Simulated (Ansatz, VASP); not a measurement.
**P in VASP and in Ansatz**

```
P
1.0
     1.64774   -5.46504    0.00000
     1.64774    5.46504    0.00000
     0.00000    0.00000    4.54364
P
4
Cartesian
  1.6477 -4.4173 2.6754
  1.6477 4.4173 1.8683
  1.6477 -1.0477 0.4035
  1.6477 1.0477 4.1401
```

Alike in both runs: task single point; functional PBE; k mesh 8 × 8 × 6; occupations gaussian, width 0.022 eV; no spin polarisation.

|  | VASP | Ansatz |
| --- | --- | --- |
| version | VASP 6.6.1 | Ansatz 0.2.0 |
| potentials or method | VASP PAW PBE potentials, release 64 (P) | Ansatz PAW |
| plane-wave cutoff (eV) | 520 | 420 |
| valence electrons in the cell | 20 | 20 |

```csv
,VASP,Ansatz,Ansatz less VASP
gap on the k mesh at the Fermi level (eV),0.11,0.10,-0.015
least direct gap on the mesh (eV),0.11,0.10,-0.015
pressure (GPa),1.7,2.0,+0.34
largest component of the traceless stress (GPa),0.20,0.22,+0.020
rms of the force components (eV/Å),0.165,0.195,+0.0291
```

Atom by atom the forces differ by 0.031 eV/Å (rms over components).

A k mesh can miss the band edges. As with any semilocal functional, this PBE gap is likely too small.
